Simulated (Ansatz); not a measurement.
**ZnS: restoring forces**

Aim: deform ZnS (atom 1 (Zn) moved by (0.141, 0.141, 0.000) Å) and compute stress, forces and field gradients with LAPW, PAW and all-electron datasets made for the crystal.

Computed with Ansatz 0.2.0 (DFT PBE, scalar-relativistic, unless a step's input says otherwise).

### 1 The structure to begin with

It takes space group F-43m (No. 216, cubic). The conventional cell has a = 5.409 Å, b = 5.409 Å, c = 5.409 Å, α = 90.00°, β = 90.00°, γ = 90.00°. Zn (site symmetry -43m) is surrounded by 4 S at 2.34 Å. Around S (site symmetry -43m) lie 4 Zn at 2.34 Å.

Coordinates:

```cif
data_structure
_symmetry_space_group_name_H-M 'F-43m'
_symmetry_Int_Tables_number 216
_cell_length_a 5.4093
_cell_length_b 5.4093
_cell_length_c 5.4093
_cell_angle_alpha 90.000
_cell_angle_beta 90.000
_cell_angle_gamma 90.000
_cell_volume 158.28
loop_
_atom_site_label
_atom_site_type_symbol
_atom_site_symmetry_multiplicity
_atom_site_Wyckoff_symbol
_atom_site_fract_x
_atom_site_fract_y
_atom_site_fract_z
_atom_site_occupancy
Zn1 Zn 4 a 0.00000 0.00000 0.00000 1
S1 S 4 c 0.25000 0.25000 0.25000 1
```

The file gives the conventional cell by its symmetry; the runs use the cell typed in the input.

Atoms are numbered in the order of the input: Zn1, S2.

### 2 The deformed structure

Space group F-43m before, Cm after.

### 3 LAPW, all electrons

File input.yaml:

```yaml
crystal:
  lattice:
    - [0.0, 2.70465, 2.70465]
    - [2.70465, 0.0, 2.70465]
    - [2.70465, 2.70465, 0.0]
  atoms:
    - { symbol: Zn, position: [0.0, 0.0, 0.0522880964] }
    - { symbol: S, position: [0.75, 0.75, 0.75] }
kpoints:
  mp_grid: { grid: [9, 9, 9] }
scf:
  occupations: { method: fermi_dirac, width: 0.01 }
hamiltonian:
  xc: pbe
  pseudopotentials: { kind: all_electron, lapw: { basis_error: 0.00025 } }
output:
  forces: true
  stress: true
  eigenvalues: true
```

Log, shortened:

```text
LAPW: plane waves up to 10.177 Å⁻¹, error target 2.5e-4 eV per atom; small_component_spin mean_spin; S in spheres of 0.984 Å, 14 of its electrons in bands, Dirac shells []; Zn in spheres of 1.198 Å, 20 of its electrons in bands, Dirac shells []
[...]
Pseudopotentials: kind: all_electron
Pseudopotential: Zn, LAPW, valence charge 20, Koelling and Harmon's equation, gaussian nucleus
Pseudopotential: S, LAPW, valence charge 14, Koelling and Harmon's equation, gaussian nucleus
Functional definition: PBE
[...]
Crystal: 2 atoms, lattice volume = 39.570 Å³
Basis set: ecut = 394.5981736265383 eV, 725 PW (Γ), exchange–correlation at level 2
Bands: 21, of which v1, the nominal top of the filled ones, is band 17 counted from 1 (16 counted from 0)
Symmetry: 2 space group operations
Space group: Cm (ITA 8), of the structure as read, at distance tolerance 3.4e-5 Å
k-points: 205 of 729 (time reversal used)
[...]
SCF iter   1: F=—  HF=-59737.671737 eV  |F-HF|=—  |Δ(HF+E_count)|=         —  Δρ=4.25e-2  dr2=1.19e0  ethr=3.50e-3  ⟨swp⟩=2.0  Hψ=29169  notcnv=0
[...]
the basis was enlarged: its passes take 403.7 KiB over the memory plan, 1 of 1 planned eigensolver slots
[...]
SCF iter   7: F=-59737.215567 eV  HF=-59737.215567 eV  |F-HF|=9.75e-10  |Δ(HF+E_count)|=   3.04e-6  Δρ=7.41e-6  dr2=2.50e-8  ethr=4.92e-9  ⟨swp⟩=3.0  Hψ=12710  notcnv=0
[...]
SCF converged after 7 iterations
Free energy (F): -59737.215567 eV
[...]
E sigma→0 (E₀):  -59737.215567 eV
Fermi energy:    8.379795 eV
[...]
--- Forces (eV/Å), atoms counted from 1 ---
  atom   1  Zn    -0.86376660    -0.86376660     0.46900242
  atom   2  S      0.86379785     0.86379785    -0.46896106
[...]
--- Stress (GPa, compression-positive) ---
        2.487778       1.672607      -3.453931
        1.672607       2.487778      -3.453931
       -3.453931      -3.453931       3.250091
  P = ⅓ Tr σ = 2.7419 GPa (27.419 kbar)
--- Band table (eV; the first three rows and the last of 205) ---
  k-point 0: bands = ["-197.3674", "-142.1535", "-142.1396", "-142.1233", "-117.6525", "-71.8306", "-71.8170", "-71.8168", "-5.8910", "0.7316", "0.8697", "1.0168", "1.3683", "1.3760", "7.0284", "7.3044", "7.3719", "9.3877", "13.5852", "13.6775", "13.8640"]
[...]
```

Wall time 69 s (1 thread, shared host).

Read from it: pressure 2.74 GPa; gap on the k mesh 2.02 eV (an odd mesh misses the zone boundary); largest force 1.309 eV/Å.

### 4 PAW with frozen cores

input.yaml, as its differences from that of step 3:

```diff
@@ -14,3 +14,3 @@
   xc: pbe
-  pseudopotentials: { kind: all_electron, lapw: { basis_error: 0.00025 } }
+  pseudopotentials: { kind: paw }
 output:
@@ -19 +19,2 @@
   eigenvalues: true
+  efg: { contact_densities: true }
```

Log, shortened:

```text
[...]
Pseudopotentials: kind: paw
Pseudopotential: Zn, paw, valence charge 12, recommended cutoff 420 eV (normal)
Pseudopotential: S, paw, valence charge 6, recommended cutoff 420 eV (normal)
Functional definition: PBE
[...]
Crystal: 2 atoms, lattice volume = 39.570 Å³
Basis set: ecut = 420 eV, 749 PW (Γ), exchange–correlation on 54×54×54 points (8 copies of the dense FFT grid, shifted against one another)
Bands: 13, of which v1, the nominal top of the filled ones, is band 9 counted from 1 (8 counted from 0)
Symmetry: 2 space group operations
Space group: Cm (ITA 8), of the structure as read, at distance tolerance 3.4e-5 Å
k-points: 205 of 729 (time reversal used)
[...]
SCF iter   1: F=—  HF=-4222.612673 eV  |F-HF|=—  |Δ(HF+E_count)|=         —  Δρ=6.53e-4  dr2=1.98e-4  ethr=1.77e-3  ⟨swp⟩=6.3  Hψ=17209  notcnv=0
[...]
Fermi energy:    6.859220 eV
[...]
--- Forces (eV/Å), atoms counted from 1 ---
  atom   1  Zn    -0.86430696    -0.86430696     0.46969966
  atom   2  S      0.86431611     0.86431611    -0.46969811
[...]
--- Stress (GPa, compression-positive) ---
        2.476677       1.676386      -3.459972
        1.676386       2.476677      -3.459972
       -3.459972      -3.459972       3.241057
  P = ⅓ Tr σ = 2.7315 GPa (27.315 kbar)
--- PAW observables at the nuclei: V_zz in 10²¹ V/m², potentials from the cell's mean, atoms counted from 1 ---
  atom   1  Zn V_zz =    -5.011685   η = 0.8310   by run symmetry: allowed
            electrostatic potential = -3941.481080 V   contact ρ = 166605.124681 e/Å³
  atom   2  S  V_zz =    -2.252811   η = 0.6838   by run symmetry: allowed
            electrostatic potential = -1633.025014 V   contact ρ = 19764.966933 e/Å³
--- Band table (eV; the first three rows and the last of 205) ---
  k-point 0: bands = ["-7.4132", "-0.7882", "-0.6494", "-0.5032", "-0.1502", "-0.1427", "5.5097", "5.7858", "5.8526", "7.8658", "12.0633", "12.1557", "12.3420"]
[...]
```

It took 7.3 s on 1 thread, shared host.

In short: pressure 2.73 GPa; gap on the k mesh 2.01 eV (an odd mesh misses the zone boundary); largest force 1.309 eV/Å; Vzz Zn1 -5.01 (η = 0.83), S2 -2.25 (η = 0.68) (10²¹ V/m²).

### 5 Datasets made for this crystal

input.yaml, as its differences from that of step 4:

```diff
@@ -14,3 +14,3 @@
   xc: pbe
-  pseudopotentials: { kind: paw }
+  pseudopotentials: { kind: all_electron, datasets: crystal }
 output:
```

Log, shortened:

```text
[...]
Pseudopotentials: kind: all_electron
Pseudopotential: Zn, paw, valence charge 20, recommended cutoff 320 eV (normal), Koelling and Harmon's equation, gaussian nucleus
Pseudopotential: S, paw, valence charge 6, recommended cutoff 320 eV (normal), Koelling and Harmon's equation, gaussian nucleus
Functional definition: PBE
[...]
Crystal: 2 atoms, lattice volume = 39.570 Å³
Basis set: ecut = 320 eV, 531 PW (Γ), exchange–correlation on 48×48×48 points (8 copies of the dense FFT grid, shifted against one another)
Bands: 13, of which v1, the nominal top of the filled ones, is band 9 counted from 1 (8 counted from 0)
Symmetry: 2 space group operations
Space group: Cm (ITA 8), of the structure as read, at distance tolerance 3.4e-5 Å
k-points: 205 of 729 (time reversal used)
[...]
--- Forces (eV/Å), atoms counted from 1 ---
  atom   1  Zn    -0.86379983    -0.86379983     0.46907184
  atom   2  S      0.86379117     0.86379117    -0.46907106
[...]
--- Stress (GPa, compression-positive) ---
        2.486008       1.673068      -3.453978
        1.673068       2.486008      -3.453978
       -3.453978      -3.453978       3.248361
  P = ⅓ Tr σ = 2.7401 GPa (27.401 kbar)
  It holds what live shells' own plane waves past their cutoff add
--- PAW observables at the nuclei: V_zz in 10²¹ V/m², potentials from the cell's mean, atoms counted from 1 ---
  atom   1  Zn V_zz =    -5.018168   η = 0.8374   by run symmetry: allowed
            electrostatic potential = -3941.404750 V   contact ρ = 166676.476895 e/Å³
  atom   2  S  V_zz =    -2.238253   η = 0.6787   by run symmetry: allowed
            electrostatic potential = -1632.886594 V   contact ρ = 19783.057193 e/Å³
--- Band table (eV; the first three rows and the last of 205) ---
  k-point 0: bands = ["-5.8909", "0.7316", "0.8696", "1.0167", "1.3681", "1.3759", "7.0284", "7.3044", "7.3720", "9.3878", "13.5852"]
[...]
```

Wall time 31 s (1 thread, shared host).

This run gives: pressure 2.74 GPa; gap on the k mesh 2.02 eV (an odd mesh misses the zone boundary); largest force 1.309 eV/Å; Vzz Zn1 -5.02 (η = 0.84), S2 -2.24 (η = 0.68) (10²¹ V/m²).

### 6 Stress and forces compared

Stress (GPa, compression positive):

```csv
method,xx,yy,zz,yz,xz,xy
LAPW,2.49,2.49,3.25,-3.45,-3.45,1.67
PAW,2.48,2.48,3.24,-3.46,-3.46,1.68
crystal datasets,2.49,2.49,3.25,-3.45,-3.45,1.67
```

Forces (eV/Å):

```csv
atom,LAPW x,LAPW y,LAPW z,PAW x,PAW y,PAW z,crystal datasets x,crystal datasets y,crystal datasets z
Zn1,-0.864,-0.864,0.469,-0.864,-0.864,0.470,-0.864,-0.864,0.469
S2,0.864,0.864,-0.469,0.864,0.864,-0.470,0.864,0.864,-0.469
```

```
          method  pressure (GPa)  gap on the k mesh (eV)  largest force (eV/Å)  Vzz Zn1 (10²¹ V/m²)  Vzz S2 (10²¹ V/m²)  SCF cycles, all passes   time
            LAPW            2.74                    2.02                 1.309                    –                   –                       7   69 s
             PAW            2.73                    2.01                 1.309                -5.01               -2.25                       6  7.3 s
crystal datasets            2.74                    2.02                 1.309                -5.02               -2.24                       9   31 s
```

### 7 Outcome

| quantity | value |
| --- | --- |
| pressure | LAPW 2.74, PAW 2.73, crystal datasets 2.74 GPa |
| largest shear or deviatoric stress (LAPW) | 3.45 GPa |
| force on Zn1 along the move | -1.222 eV/Å |

In words: Zn1 feels a force against its move, a stiffness of 6.11 eV/Å² with all periodic images moving together. No run of the undeformed cell stands beside it, so the pressure holds what the given cell had before the change. PAW: stress within 0.01 GPa of LAPW, forces within 1 meV/Å. Crystal datasets: stress within 0.01 GPa of LAPW, forces within 1 meV/Å.
